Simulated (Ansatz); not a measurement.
Input for Ansatz (plane-wave DFT), Hg:

```yaml
crystal:
  lattice:
    - [0.0, 2.3919113801, 2.3919113801]
    - [2.3919113801, 0.0, 2.3919113801]
    - [2.3919113801, 2.3919113801, 0.0]
  atoms:
    - { symbol: Hg, position: [0.0, 0.0, 0.0] }
basis:
  ecutwfc: "12 Ha"
kpoints:
  mp_grid: { grid: [2, 2, 2] }
  band_path: { path: [VBM, CBM], npoints: 5 }
hamiltonian:
  xc: blyp
scf:
  occupations: { method: cold, width: "0.02 Ry" }
output:
  forces: true
  stress: true
  eigenvalues: true
  populations: true
```

Command:

```bash
ansatz run input.yaml --threads 1 --pin off --max-ram 1331MiB --backend cpu --events-out ev --progress --plain --runs-dir out
```

From the log (HF is the Harris–Foulkes energy, dr2 the density residual in eV):

```text
Warning: basis.ecutwfc = 326.5366 eV is below the records' recommended 420 eV, and the density's cutoff is lower with it unless basis.ecutrho_ratio is high enough to keep the records' density cutoff: compare with a run at a higher cutoff
Pseudopotential: Hg, paw, valence charge 20, recommended cutoff 420 eV (normal)
Crystal: 1 atom, lattice volume = 27.369 Å³
Basis set: ecut = 326.5366 eV, 339 PW (Γ), exchange–correlation on 40×40×40 points (8 copies of the dense FFT grid, shifted against one another)
Bands: 14, of which v1, the nominal top of the filled ones, is band 10 counted from 1 (9 counted from 0)
Symmetry: 48 space group operations
Space group: Fm-3m (ITA 225), of the structure as read, at distance tolerance 3.0e-5 Å
k-points: 3 of 8
PAW frozen core: Hg, regenerated for the run's functional, and the local potential with it (the file was generated under x = pbe(κ = 0.804, μ = 0.2195), c = pbe(β = 0.0667))
Initial density: superposition of atomic densities, corrected by the library's trained network
SCF iter   1: HF=-13838.939718 eV  Δρ=7.98e-3  dr2=7.63e-3
SCF iter   2: HF=-13838.941792 eV  S|Δr|=    0.00e0  Δρ=4.09e-3  dr2=2.23e-3
SCF iter   3: HF=-13838.942690 eV  S|Δr|=    0.00e0  Δρ=9.06e-4  dr2=2.10e-4
SCF iter   4: HF=-13838.942604 eV  S|Δr|=    0.00e0  Δρ=7.51e-5  dr2=1.03e-6
SCF iter   5: HF=-13838.942632 eV  S|Δr|=    0.00e0  Δρ=1.90e-5  dr2=6.99e-8
SCF iter   6: F=-13838.942632 eV  HF=-13838.942632 eV  S|Δr|=    0.00e0  Δρ=9.29e-7  dr2=1.02e-10
SCF 1 converged in 6 iterations: F = -13838.942632 eV  dr2 = 1.02e-10
WARN: the band path's VBM lies 0.631 eV over its CBM: any gap on the run's own k-points comes from their sampling
SCF converged after 6 iterations
Stability not checked: this state was not tested for a lower state beside it, because cold or Methfessel-Paxton smearing, or corrected tetrahedra, fill the levels in a way that the test cannot read (fill_not_monotonic; see scf.lower_state_search)
Free energy (F): -13838.942632 eV
E sigma→0 (E₀):  -13838.934572 eV
Entropy (-TS):   -0.024180 eV (-24.180 meV/atom)
Fermi energy:    11.733627 eV
--- Forces (eV/Å), atoms counted from 1 ---
  atom   1  Hg     0.00000000    -0.00000000     0.00000000
--- Stress (GPa, compression-positive) ---
       10.144316       0.000000       0.000000
        0.000000      10.144316       0.000000
        0.000000       0.000000      10.144316
  P = ⅓ Tr σ = 10.1443 GPa (101.443 kbar)
```

These settings were drawn at random to show what each does; none of the numbers is a converged property of the crystal. Forces of this functional on these PAW sets can be off by 10 %.